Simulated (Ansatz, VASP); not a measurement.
# One calculation of AlN, two programs

```xyz
4
Lattice="3.2238 0.0000 0.0000 -1.6119 2.7919 0.0000 0.0000 0.0000 5.6190" Properties=species:S:1:pos:R:3 pbc="T T T"
Al    0.0000    1.8613    0.0097
Al    1.6119    0.9306    2.8192
N     0.0000    1.8613    2.1536
N     1.6119    0.9306    4.9631
```

Alike in both runs: functional PBE; k mesh 9 × 9 × 6; occupations gaussian, width 0.05 eV; no spin polarisation.

Ansatz relaxed the structure, and its values are those at the end. VASP's run is a single point on that final structure, the one shown.

|  | VASP | Ansatz |
| --- | --- | --- |
| version | VASP 6.6.1 | Ansatz 0.2.0 |
| potentials or method | VASP PAW PBE potentials, release 64 (Al, N) | scalar-relativistic, plane waves, PAW |
| plane-wave cutoff (eV) | 520 | 520 |
| valence electrons in the cell | 16 | 16 |

Ansatz gave:

```
gap on the k mesh at the Fermi level (eV) : 2.53
least direct gap on the mesh (eV)         : 2.53
pressure (GPa)                            : -22.2
rms of the force components (eV/Å)        : 0.004
```

What did VASP give for the same quantities?

gap on the k mesh at the Fermi level (eV): 2.53; least direct gap on the mesh (eV): 2.53; pressure (GPa): -22.3; rms of the force components (eV/Å): 0.004.

The functional is the same, so the differences come from potentials, cutoffs and numerics. Ansatz warned: «stress_scf_threshold_loose».

Caveats: so large a pressure means that the cell lies far from this level's equilibrium, or that cutoff or potentials fall short (VASP). Expect the measured gap to be larger: semilocal functionals such as PBE lack the derivative discontinuity.
